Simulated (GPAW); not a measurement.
## InAs: relaxation of cell and atoms with PBE+D3(BJ)

Crystal: InAs.

```
In As
1.0
     0.00000    3.01800    3.01800
     3.01800    0.00000    3.01800
     3.01800    3.01800    0.00000
In As
1 1
Direct
  0.00000 0.00000 0.00000
  0.75000 0.75000 0.75000
```

```json
{
  "Program": "GPAW 26.7.0",
  "Task": "relaxation of cell and atoms",
  "Functional": "PBE",
  "Dispersion": "D3(BJ)",
  "Potentials or basis": "GPAW PAW data sets (gpaw-data 1.2.1)",
  "Cutoff": "600 eV",
  "Basis": "pw",
  "k mesh": "8 × 8 × 8",
  "Occupations": "fermi-dirac, width 0.05 eV",
  "Spin": "no spin polarisation",
  "Target pressure": "1 GPa",
  "Maxiter": "150",
  "Optimizer": "BFGS",
  "Fmax": "0.02 eV/Å",
  "Max steps": "40",
  "Convergence": "density=1e-05 forces=0.0001"
}
```

| Property | Result |
| --- | --- |
| Relaxed volume | 27.91 Å³/atom |
| Relaxed cell | a = 4.290 Å, b = 4.290 Å, c = 4.290 Å, α = 60.00°, β = 60.00°, γ = 60.00° |
| Space group after relaxing (to 0.05 Å) | F-43m (No. 216) |
| Energy change on relaxing (the enthalpy is what falls) | -4.0 meV/atom |
| Ionic steps | 3 |
| Pressure after relaxing | 1.0 GPa |
| Band gap on the k mesh | none (metal or under the smearing width) |
| Dispersion energy per atom | -0.319 eV |

Step by step:
| step | energy change (eV) | largest force (eV/Å) | pressure (GPa) | volume (Å³) |
| --- | --- | --- | --- | --- |
| 1 | 0.0000 | 0.0000 | 1.96 | 54.98 |
| 2 | -0.0023 | 0.0000 | 1.73 | 55.17 |
| 3 | -0.0079 | 0.0000 | 1.01 | 55.82 |

Final structure:
```xyz
2
Lattice="0.0000 3.0334 3.0334 3.0334 0.0000 3.0334 3.0334 3.0334 0.0000" Properties=species:S:1:pos:R:3 pbc="T T T"
In    0.0000    0.0000    0.0000
As    4.5501    4.5501    4.5501
```

Levels at points of the mesh, in eV from the Fermi level:
| k point | band 6 | band 7 | band 8 | band 9 | band 10 | band 11 | band 12 | band 13 |
| --- | --- | --- | --- | --- | --- | --- | --- | --- |
| (0.00, 0.00, 0.00) | -11.84 | -0.29 | -0.05 | -0.05 | -0.05 | 3.84 | 3.84 | 3.84 |
| (0.50, 0.50, 0.00) | -9.87 | -5.84 | -2.35 | -2.35 | 1.52 | 2.02 | 9.08 | 9.15 |
| (0.50, 0.50, 0.50) | -10.40 | -5.76 | -1.03 | -1.03 | 0.89 | 4.62 | 4.62 | 6.81 |

It took 68 s on 1 thread of Arm Neoverse N1 (shared host), peak memory 0.23 GiB.

Caveat: later steps reuse the first step's grids; pairwise dispersion overbinds metals, which lowers pressure and volume; this crystal is a semiconductor, whose small gap the functional closes, so the metal is an error of the method. Zero-point motion and thermal expansion aren't in these numbers.
